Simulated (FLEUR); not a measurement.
Runs of FLEUR MaX-R8.1 (later development tree) on MnO. It takes space group Fm-3m (No. 225, cubic). Conventional cell: a = 4.448 Å, b = 4.448 Å, c = 4.448 Å, α = 90.00°, β = 90.00°, γ = 90.00°. Mn (site symmetry m-3m) is surrounded by 6 O at 2.22 Å. O (site symmetry m-3m) has 6 Mn at 2.22 Å as nearest neighbours. The cell is a database's computed one.

```tsv
task	level	spin	gmax	muffin-tin radii	max iterations	mixing factor	mixer	kmax	moment (μB)
band structure	RPBE	collinear, ferromagnetic start	13.7 1/bohr	Mn 2.21, O 1.69 bohr	60	0.05	Anderson	4.43 1/bohr	4.92
band structure	SCAN	collinear, ferromagnetic start	13.7 1/bohr	Mn 2.21, O 1.69 bohr	60	0.05	Anderson	4.43 1/bohr	(a)
band structure	PBE	collinear, ferromagnetic start	13.7 1/bohr	Mn 2.21, O 1.69 bohr	60	0.05	Anderson	4.43 1/bohr	4.79
band structure	r2SCAN	collinear, ferromagnetic start	13.7 1/bohr	Mn 2.21, O 1.69 bohr	60	0.05	Anderson	4.43 1/bohr	5.00
band structure	WC	collinear, ferromagnetic start	13.7 1/bohr	Mn 2.21, O 1.69 bohr	60	0.05	Anderson	4.43 1/bohr	4.77
single point	PBE	collinear, ferromagnetic start	13.2 1/bohr	Mn 2.14, O 1.64 bohr	60	0.05	Anderson	4.27 1/bohr	4.79
```

Alike in all rows: potentials or basis all-electron, FLAPW; cell as given; k mesh 10 × 10 × 10; smearing fermi-dirac 0.05 eV.

Question: Fill in the values left out.

Answer: (a) 4.99.

Caveats: a cell with one magnetic atom can't hold antiferromagnetic order, which such compounds often take; the meta-GGA is that of a development version, with a GGA for the radial functions and cores and without core tails (some runs).

Not every run made on this cell is shown here.
